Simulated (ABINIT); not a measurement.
# Sb (R-3m) in ABINIT: reference runs

Aim: a first look at Sb with PBEsol, on the cell as given.

Program: ABINIT 10.8.3 (patched build). These are calculated values, not measurements. Logs are shortened: lines on timing, memory, paths and dates and some standing lists are left out, and cuts for length are marked. The log counts tension as positive stress, the text compression.

**1. The structure**

It takes space group R-3m (No. 166, trigonal). The conventional cell has a = 4.308 Å, b = 4.308 Å, c = 11.274 Å, α = 90.00°, β = 90.00°, γ = 120.00°. Around Sb (site symmetry 3m) lie 3 Sb at 2.91 Å.

**2. Single point, PBEsol**

run.abi

```
# Pseudopotentials
pp_dirpath "./"
pseudos "Sb.upf"

# Structure
acell 4.5066618304 4.5066618304 4.5066618304 Angstrom
rprim
     0.4780034715     0.2759754330     0.8338766345
    -0.4780034715     0.2759754330     0.8338766345
     0.0000000000    -0.5519508659     0.8338766345
ntypat 1
znucl 51
natom 2
typat 1 1
xred
     0.7665100000     0.7665100000     0.7665100000
     0.2334900000     0.2334900000     0.2334900000

# Plane-wave basis
ecut 1088.455450 eV

# k points
kptopt 1
ngkpt 8 8 8
nshiftk 1
shiftk 0.0 0.0 0.0

# Exchange and correlation
ixc -116133

# Bands and occupations
nband 19
occopt 3
tsmear 0.05 eV

# SCF cycle
nstep 100
tolvrs 1.0e-10

# Output
iomode 3
prtwf 0
prtden 0
prteig 0
prtebands 0
```

Potentials or basis: PseudoDojo NC SR PBEsol v0.4.1 standard.

Started as:

```
> abinit run.abi > log 2>&1
```

run.abo:

```text
.Version 10.8.3 of ABINIT
 Symmetries : space group R-3 m (#166); Bravais hR (rhombohedral)
================================================================================
 Values of the parameters that define the memory need of the present run
     intxc =       0    ionmov =       0      iscf =       7    lmnmax =       6
     lnmax =       6     mgfft =      50  mpssoang =       3    mqgrid =    3001
     natom =       2  nloc_mem =       1    nspden =       1   nspinor =       1
    nsppol =       1      nsym =      12    n1xccc =    2501    ntypat =       1
    occopt =       3   xclevel =       2
       mpw =        4959          nfft =      125000          nkpt =          65
================================================================================
================================================================================

--------------------------------------------------------------------------------
------------- Echo of variables that govern the present computation ------------
--------------------------------------------------------------------------------
 -outvars: echo values of preprocessed input variables --------
            acell      8.5163566015E+00  8.5163566015E+00  8.5163566015E+00 Bohr
              amu      1.21753000E+02
             ecut      4.00000000E+01 Hartree
                       outvar_i_n : Printing only first  50 k-points.
              ixc     -116133
                       outvar_i_n : Printing only first  50 k-points.
         kptrlatt        8    0    0      0    8    0      0    0    8
          kptrlen      6.51335683E+01
            natom           2
            nband          19
            ngfft          50      50      50
             nkpt          65
            nstep         100
             nsym          12
           ntypat           1
                       prtocc : prtvol=0, do not print more k-points.
           occopt           3
           prtden           0
        prtebands           0
           prteig           0
            prtwf           0
            rprim      4.7800347150E-01  2.7597543300E-01  8.3387663450E-01
                      -4.7800347150E-01  2.7597543300E-01  8.3387663450E-01
                       0.0000000000E+00 -5.5195086590E-01  8.3387663450E-01
          spgroup         166
           tolvrs      1.00000000E-10
           tsmear      1.83746611E-03 Hartree
            typat      1  1
                       outvars : Printing only first  50 k-points.
           xangst     -1.9600689293E-17  3.4544038161E-10  8.6416337399E+00
                       2.0641277953E-17  1.0522601094E-10  2.6323662600E+00
            xcart     -3.7039934642E-17  6.5278771408E-10  1.6330321049E+01
                       3.9006362220E-17  1.9884834201E-10  4.9744512944E+00
             xred      7.6651000000E-01  7.6651000000E-01  7.6651000000E-01
                       2.3349000000E-01  2.3349000000E-01  2.3349000000E-01
            znucl       51.00000

================================================================================

 chkinp: Checking input parameters for consistency.

================================================================================
== DATASET  1 ==================================================================

--- !DatasetInfo
iteration_state: {dtset: 1, }
dimensions: {natom: 2, nkpt: 65, mband: 19, nsppol: 1, nspinor: 1, nspden: 1, mpw: 4959, }
cutoff_energies: {ecut:  40.0, pawecutdg:  -1.0, }
electrons: {nelect:   3.00000000E+01, charge:   0.00000000E+00, occopt:   3.00000000E+00, tsmear:   1.83746611E-03, }
meta: {optdriver: 0, ionmov: 0, optcell: 0, iscf: 7, paral_kgb: 0, }
...

 Real(R)+Recip(G) space primitive vectors, cartesian coordinates (Bohr,Bohr^-1):
 R(1)=  4.0708480  2.3503052  7.1015908  G(1)=  0.1228245  0.0709128  0.0469378
 R(2)= -4.0708480  2.3503052  7.1015908  G(2)= -0.1228245  0.0709128  0.0469378
 R(3)=  0.0000000 -4.7006104  7.1015908  G(3)=  0.0000000 -0.1418256  0.0469378
 Unit cell volume ucvol=  4.0767684E+02 bohr^3
 Angles (23,13,12)=  5.71101732E+01  5.71101732E+01  5.71101732E+01 degrees

 getcut: wavevector=  0.0000  0.0000  0.0000  ngfft=  50  50  50
         ecut(hartree)=     40.000   => boxcut(ratio)=   2.06278

--- Pseudopotential description ------------------------------------------------
- pspini: atom type   1  psp file is ./Sb.upf
12 -116133 2 -1 1434                          pspcod,pspxc,lmax,lloc,mmax
     nproj     2     2     2

   1.58138460E+03                                ecore*ucvol(ha*bohr**3)
--------------------------------------------------------------------------------

================================================================================

--- !BeginCycle
iteration_state: {dtset: 1, }
solver: {iscf: 7, nstep: 100, nline: 4, wfoptalg: 0, }
tolerances: {tolvrs: 1.00E-10, }
...

     iter   Etot(hartree)      deltaE(h)  residm     vres2
 ETOT  1  -180.68096551851    -1.807E+02 1.045E+00 1.879E+00
 ETOT  2  -181.56605896287    -8.851E-01 9.364E-02 7.051E-01
 ETOT  3  -181.56614166983    -8.271E-05 1.503E-02 8.535E-02
 ETOT  4  -181.56614501619    -3.346E-06 1.132E-03 9.123E-03
 ETOT  5  -181.56614606444    -1.048E-06 4.284E-03 1.175E-03
 ETOT  6  -181.56614618156    -1.171E-07 1.419E-03 1.265E-04
 ETOT  7  -181.56614618712    -5.567E-09 1.994E-04 1.211E-06
 ETOT  8  -181.56614618718    -5.673E-11 5.568E-05 4.219E-08
 ETOT  9  -181.56614618718    -2.842E-13 3.495E-05 1.175E-09
 ETOT 10  -181.56614618718    -1.080E-12 4.796E-05 2.319E-11

 At SCF step   10       vres2   =  2.32E-11 < tolvrs=  1.00E-10 =>converged.

 Cartesian components of stress tensor (hartree/bohr^3)
  sigma(1 1)= -6.18608811E-06  sigma(3 2)= -3.80101282E-13
  sigma(2 2)= -6.18608967E-06  sigma(3 1)=  0.00000000E+00
  sigma(3 3)=  1.45809750E-05  sigma(2 1)=  0.00000000E+00

--- !ResultsGS
iteration_state: {dtset: 1, }
comment   : Summary of ground state results
lattice_vectors:
- [  4.0708480,   2.3503052,   7.1015908, ]
- [ -4.0708480,   2.3503052,   7.1015908, ]
- [  0.0000000,  -4.7006104,   7.1015908, ]
lattice_lengths: [   8.51636,    8.51636,    8.51636, ]
lattice_angles: [ 57.110,  57.110,  57.110, ] # degrees, (23, 13, 12)
lattice_volume:   4.0767684E+02
convergence: {deltae: -1.080E-12, res2:  2.319E-11, residm:  4.796E-05, diffor: null, }
etotal    :  -1.81566146E+02
entropy   :   0.00000000E+00
fermie    :   2.54375007E-01
cartesian_stress_tensor: # hartree/bohr^3
- [ -6.18608811E-06,   0.00000000E+00,   0.00000000E+00, ]
- [  0.00000000E+00,  -6.18608967E-06,  -3.80101282E-13, ]
- [  0.00000000E+00,  -3.80101282E-13,   1.45809750E-05, ]
pressure_GPa:  -2.1662E-02
xred      :
- [  7.6651E-01,   7.6651E-01,   7.6651E-01, Sb]
- [  2.3349E-01,   2.3349E-01,   2.3349E-01, Sb]
cartesian_forces: # hartree/bohr
- [  8.41711581E-19,   3.88426198E-19,  -2.39954371E-03, ]
- [ -8.41711581E-19,  -3.88426198E-19,   2.39954371E-03, ]
force_length_stats: {min:   2.39954371E-03, max:   2.39954371E-03, mean:   2.39954371E-03, }
...

 Integrated electronic density in atomic spheres:
 ------------------------------------------------
 Atom  Sphere_radius  Integrated_density
    1        2.00000         11.20582147
    2        2.00000         11.20582147
================================================================================

 ----iterations are completed or convergence reached----

 Mean square residual over all n,k,spin=   51.507E-09; max=  47.957E-06
 reduced coordinates (array xred) for    2 atoms
       0.766510000000      0.766510000000      0.766510000000
       0.233490000000      0.233490000000      0.233490000000
 rms dE/dt=  1.7041E-02; max dE/dt=  1.7041E-02; dE/dt below (all hartree)
    1       0.017040577474      0.017040577474      0.017040577474
    2      -0.017040577474     -0.017040577474     -0.017040577474

 cartesian coordinates (angstrom) at end:
    1     -0.00000000000000     0.00000000034544     8.64163373991621
    2      0.00000000000000     0.00000000010523     2.63236625997448

 cartesian forces (hartree/bohr) at end:
    1      0.00000000000000     0.00000000000000    -0.00239954370782
    2     -0.00000000000000    -0.00000000000000     0.00239954370782
 frms,max,avg= 1.3853772E-03 2.3995437E-03   0.000E+00  0.000E+00  0.000E+00 h/b

 cartesian forces (eV/Angstrom) at end:
    1      0.00000000000000     0.00000000000000    -0.12338949853936
    2     -0.00000000000000    -0.00000000000000     0.12338949853936
 frms,max,avg= 7.1238960E-02 1.2338950E-01   0.000E+00  0.000E+00  0.000E+00 e/A
 length scales=  8.516356601538  8.516356601538  8.516356601538 bohr
              =  4.506661830400  4.506661830400  4.506661830400 angstroms
 Fermi (or HOMO) energy (hartree) =   0.25438   Average Vxc (hartree)=  -0.37847
 Eigenvalues (hartree) for nkpt=  65  k points:
 kpt#   1, nband= 19, wtk=  0.00195, kpt=  0.0000  0.0000  0.0000 (reduced coord)
  -0.82842   -0.82842   -0.82516   -0.82516   -0.82432   -0.82098   -0.82098   -0.82081
  -0.81797   -0.81797   -0.21632    0.07356    0.17636    0.18655    0.18655    0.32855
   0.35146    0.35146    0.44042
      occupation numbers for kpt#   1
   2.00000    2.00000    2.00000    2.00000    2.00000    2.00000    2.00000    2.00000
   2.00000    2.00000    2.00000    2.00000    2.00000    2.00000    2.00000    0.00000
   0.00000    0.00000    0.00000
 prteigrs : prtvol=0 or 1, do not print more k-points.

--- !EnergyTerms
iteration_state     : {dtset: 1, }
comment             : Components of total free energy in Hartree
kinetic             :  1.06328488726975E+02
hartree             :  4.42787578516588E+01
xc                  : -4.50140204412058E+01
Ewald energy        : -1.07854485023925E+02
psp_core            :  3.87901501002416E+00
local_psp           : -1.44871050827572E+02
non_local_psp       : -3.83127454368204E+01
internal            : -1.81566040140865E+02
'-kT*entropy'       : -1.06046317172810E-04
total_energy        : -1.81566146187183E+02
total_energy_eV     : -4.94066653309368E+03
band_energy         : -1.59642853649218E+01
...

 Cartesian components of stress tensor (hartree/bohr^3)
  sigma(1 1)= -6.18608811E-06  sigma(3 2)= -3.80101282E-13
  sigma(2 2)= -6.18608967E-06  sigma(3 1)=  0.00000000E+00
  sigma(3 3)=  1.45809750E-05  sigma(2 1)=  0.00000000E+00

-Cartesian components of stress tensor (GPa)         [Pressure= -2.1662E-02 GPa]
- sigma(1 1)= -1.82000996E-01  sigma(3 2)= -1.11829658E-08
- sigma(2 2)= -1.82001042E-01  sigma(3 1)=  0.00000000E+00
- sigma(3 3)=  4.28987095E-01  sigma(2 1)=  0.00000000E+00

== END DATASET(S) ==============================================================
================================================================================

 -outvars: echo values of variables after computation  --------
            acell      8.5163566015E+00  8.5163566015E+00  8.5163566015E+00 Bohr
           etotal     -1.8156614619E+02
            fcart      8.4171158069E-19  3.8842619813E-19 -2.3995437078E-03
                      -8.4171158069E-19 -3.8842619813E-19  2.3995437078E-03
            rprim      4.7800347150E-01  2.7597543300E-01  8.3387663450E-01
                      -4.7800347150E-01  2.7597543300E-01  8.3387663450E-01
                       0.0000000000E+00 -5.5195086590E-01  8.3387663450E-01
           strten     -6.1860881124E-06 -6.1860896674E-06  1.4580974977E-05
                      -3.8010128154E-13  0.0000000000E+00  0.0000000000E+00
           xangst     -1.9600689293E-17  3.4544038161E-10  8.6416337399E+00
                       2.0641277953E-17  1.0522601094E-10  2.6323662600E+00
             xred      7.6651000000E-01  7.6651000000E-01  7.6651000000E-01
                       2.3349000000E-01  2.3349000000E-01  2.3349000000E-01
 Calculation completed.
```

Wall time 2.9 min (1 thread of Arm Neoverse V2, shared host); peak memory 0.18 GiB.

Results:

```
Free energy                                           : -4940.6665 eV
Pressure                                              : 0.0 GPa
Largest force                                         : 0.123 eV/Å
Band gap on the k mesh                                : none (metal or under the smearing width)
Valence electrons inside the program's atomic spheres : Sb 11.21 (radii [1.0584] Å)
```

Forces on the atoms (eV/Å):
```
Sb   0.000  0.000 -0.123
Sb   0.000  0.000  0.123
```

Stress tensor (GPa, compression positive):
```
 0.18  0.00  0.00
 0.00  0.18  0.00
 0.00  0.00 -0.43
```

Levels at points of the mesh, in eV from the Fermi level:
| k point | band 11 | band 12 | band 13 | band 14 | band 15 | band 16 | band 17 | band 18 | band 19 |
| --- | --- | --- | --- | --- | --- | --- | --- | --- | --- |
| (0.00, 0.00, 0.00) | -12.81 | -4.92 | -2.12 | -1.85 | -1.85 | 2.02 | 2.64 | 2.64 | 5.06 |
| (0.50, 0.00, 0.00) | -10.45 | -9.72 | -1.99 | -1.88 | -0.36 | -0.31 | 0.08 | 0.42 | 7.53 |
| (0.50, 0.50, 0.00) | -10.43 | -8.08 | -5.52 | -3.82 | -3.72 | 1.42 | 4.87 | 5.44 | 6.84 |
| (0.50, 0.50, 0.50) | -11.27 | -9.07 | -1.37 | -1.37 | -0.58 | 0.06 | 0.06 | 1.02 | 6.95 |

The run has no spin-orbit coupling, so splittings on Sb are missing.
